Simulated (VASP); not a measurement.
These are PBE GGA with spin-orbit coupling, VASP's PBE PAW potentials (set 64) (plane waves; VASP) values and carry that method's errors.

The input files of a VASP run:

**INCAR**
```
ALGO = Normal
EDIFF = 1E-6
ENCUT = 400
GGA = PE
GGA_COMPAT = .FALSE.
ISIF = 2
ISMEAR = -1
LASPH = .TRUE.
LCHARG = .FALSE.
LMAXMIX = 4
LNONCOLLINEAR = .TRUE.
LORBIT = 11
LREAL = .FALSE.
LSORBIT = .TRUE.
LWAVE = .FALSE.
MAGMOM = 9*0.0
NELM = 100
PREC = Accurate
SIGMA = 0.05
SYSTEM = ZrO2
```

KPOINTS:
```
Automatic mesh
0
Gamma
11 11 11
0 0 0
```

### POSCAR
```
ZrO2
3.5991740
  0.0000000000   0.7071066861   0.7071066861
  0.7071066861   0.0000000000   0.7071066861
  0.7071066861   0.7071066861   0.0000000000
Zr O
1 2
Cartesian
  0.0000000000   0.0000000000   0.0000000000
  0.3535533431   0.3535533431   0.3535533431
  1.0606600292   1.0606600292   1.0606600292
```

POTCAR, in this order: Zr_sv O (PBE.64 set). Program: vasp_ncl.

What VASP printed:

File OSZICAR:
```
       N       E                     dE             d eps       ncg     rms          rms(c)
DAV:   1     0.180890224761E+03    0.18089E+03   -0.11906E+04  3584   0.127E+03
DAV:   2    -0.230487977546E+02   -0.20394E+03   -0.19497E+03  4744   0.377E+02
DAV:   3    -0.344002205330E+02   -0.11351E+02   -0.11292E+02  5376   0.832E+01
DAV:   4    -0.349085629689E+02   -0.50834E+00   -0.50800E+00  5064   0.138E+01
DAV:   5    -0.349181402967E+02   -0.95773E-02   -0.95769E-02  4816   0.174E+00    0.247E+01
DAV:   6    -0.286636862499E+02    0.62545E+01   -0.27309E+01  4200   0.464E+01    0.940E+00
DAV:   7    -0.286905922665E+02   -0.26906E-01   -0.17964E+00  5136   0.997E+00    0.628E+00
DAV:   8    -0.286656042289E+02    0.24988E-01   -0.24793E-01  4264   0.478E+00    0.724E-01
DAV:   9    -0.286614846523E+02    0.41196E-02   -0.43324E-02  4624   0.153E+00    0.478E-01
DAV:  10    -0.286618830711E+02   -0.39842E-03   -0.34832E-03  4584   0.566E-01    0.281E-01
DAV:  11    -0.286623532027E+02   -0.47013E-03   -0.13524E-03  4864   0.406E-01    0.985E-02
DAV:  12    -0.286623893310E+02   -0.36128E-04   -0.53786E-04  4312   0.247E-01    0.126E-01
DAV:  13    -0.286623499921E+02    0.39339E-04   -0.13780E-04  4328   0.124E-01    0.713E-03
DAV:  14    -0.286623510594E+02   -0.10673E-05   -0.65372E-06  4616   0.198E-02    0.440E-03
DAV:  15    -0.286623514046E+02   -0.34521E-06   -0.10059E-06  3328   0.812E-03
   1 F= -.28662351E+02 E0= -.28662351E+02  d E =-.950386E-11  mag=     0.0000     0.0000     0.0000
```

### OUTCAR
```
------------------------ aborting loop because EDIFF is reached ----------------------------------------
  FORCE on cell =-STRESS in cart. coord.  units (eV):
  Direction    XX          YY          ZZ          XY          YZ          ZX
  --------------------------------------------------------------------------------------
  Total       -0.4233026     -0.4233026     -0.4233026      0.0000000      0.0000000     -0.0000000
  in kB      -20.5716034    -20.5716034    -20.5716034      0.0000000      0.0000000     -0.0000000
  external PRESSURE =     -20.5716034 kB  Pullay stress =       0.0000000 kB
  volume of cell :       32.97
      direct lattice vectors                 reciprocal lattice vectors
     0.000000000  2.545000000  2.545000000    -0.196463654  0.196463654  0.196463654
     2.545000000  0.000000000  2.545000000     0.196463654 -0.196463654  0.196463654
     2.545000000  2.545000000  0.000000000     0.196463654  0.196463654 -0.196463654
 POSITION                                       TOTAL-FORCE (eV/Angst)
 -----------------------------------------------------------------------------------
      0.00000      0.00000      0.00000         0.000000     -0.000000      0.000000
      1.27250      1.27250      1.27250         0.000000      0.000000      0.000000
      3.81750      3.81750      3.81750        -0.000000     -0.000000     -0.000000
 -----------------------------------------------------------------------------------
    total drift:                               -0.000000      0.000000      0.000000
  FREE ENERGIE OF THE ION-ELECTRON SYSTEM (eV)
  ---------------------------------------------------
  free  energy   TOTEN  =       -28.6623514046 eV

  energy  without entropy=      -28.6623514046  energy(sigma->0) =      -28.66235140

 total charge

# of ion       s       p       d       tot
------------------------------------------
    1        2.168   6.052   1.305   9.526
    2        1.589   3.552   0.000   5.142
    3        1.589   3.552   0.000   5.142
--------------------------------------------------
tot          5.347  13.157   1.305  19.809

 magnetization (x)

# of ion       s       p       d       tot
------------------------------------------
    1        0.000   0.000   0.000   0.000
    2        0.000  -0.000   0.000  -0.000
    3        0.000  -0.000   0.000  -0.000
--------------------------------------------------
tot          0.000  -0.000   0.000  -0.000

 magnetization (y)

# of ion       s       p       d       tot
------------------------------------------
    1       -0.000  -0.000   0.000  -0.000
    2        0.000   0.000   0.000   0.000
    3        0.000   0.000   0.000   0.000
--------------------------------------------------
tot         -0.000   0.000   0.000   0.000

 magnetization (z)

# of ion       s       p       d       tot
------------------------------------------
    1        0.000  -0.000   0.000   0.000
    2       -0.000  -0.000   0.000  -0.000
    3       -0.000  -0.000   0.000  -0.000
--------------------------------------------------
tot         -0.000  -0.000   0.000  -0.000

 Ion:    1  E_soc:     -0.1321267

 Ion:    2  E_soc:     -0.0002725

 Ion:    3  E_soc:     -0.0002725
```
(Selected blocks of OUTCAR.)

At this cut-off the stress carries a Pulay error, which pulls relaxed volumes low.

The structure is a typed ZrO2 crystal (Fm-3m). The cell was not relaxed at this level. The run is one of a series of settings (GGA_COMPAT = .FALSE., LNONCOLLINEAR = .TRUE., LSORBIT = .TRUE., MAGMOM = 0.0 0.0 0.0 0.0 0.0 0.0 0.0 0.0 0.0, program vasp_ncl against the base run), some of them coarse on purpose.
